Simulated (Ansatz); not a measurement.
# Ti (Ti, fcc): the cost of one run

Method: DFT r2SCAN, plane waves (500 eV) with PAW, scalar-relativistic; PBE-made PAW files, in Ansatz 0.2.0.

### Step 1. The structure to begin with

The structure is cubic, space group Fm-3m (No. 225). Conventional cell: a = 4.134 Å, b = 4.134 Å, c = 4.134 Å, α = 90.00°, β = 90.00°, γ = 90.00°. Around Ti (site symmetry m-3m) lie 12 Ti at 2.92 Å.

Structure file:

```xyz
1
Lattice="0.0000 2.0668 2.0668 2.0668 0.0000 2.0668 2.0668 2.0668 0.0000" Properties=species:S:1:pos:R:3 pbc="T T T"
Ti    0.0000    0.0000    0.0000
```

Starting moments (μB): +1.

### Step 2. Relaxation of the cell

input.yaml

```yaml
crystal:
  lattice:
    - [0.0, 2.0668332624, 2.0668332624]
    - [2.0668332624, 0.0, 2.0668332624]
    - [2.0668332624, 2.0668332624, 0.0]
  atoms:
    - { symbol: Ti, position: [0.0, 0.0, 0.0], spin: 1.0 }
hamiltonian:
  xc: r2scan
  pseudopotentials:
    kind: paw
    azcp:
      Ti: "pseudopotentials/Ti.paw.azcp"
basis:
  ecutwfc: 500
  fft_grid_basis: typed
kpoints:
  mp_grid: { grid: [13, 13, 13], shift: [0, 0, 0] }
magnetization:
  spin_polarized: true
scf:
  occupations: { method: fermi_dirac, width: 0.05 }
relax:
  max_steps: 60
  f_tol: 0.01
  cell: {}
```

Launch:

```console
$ ansatz run input.yaml --threads 2 --pin off --max-ram 6144MiB --backend cpu --events-out ev --progress --plain --runs-dir out
```

Q: Estimate wall time and peak memory on 2 threads of Arm Neoverse V1, shared host.

About 22 s, with a peak of 0.36 GiB.
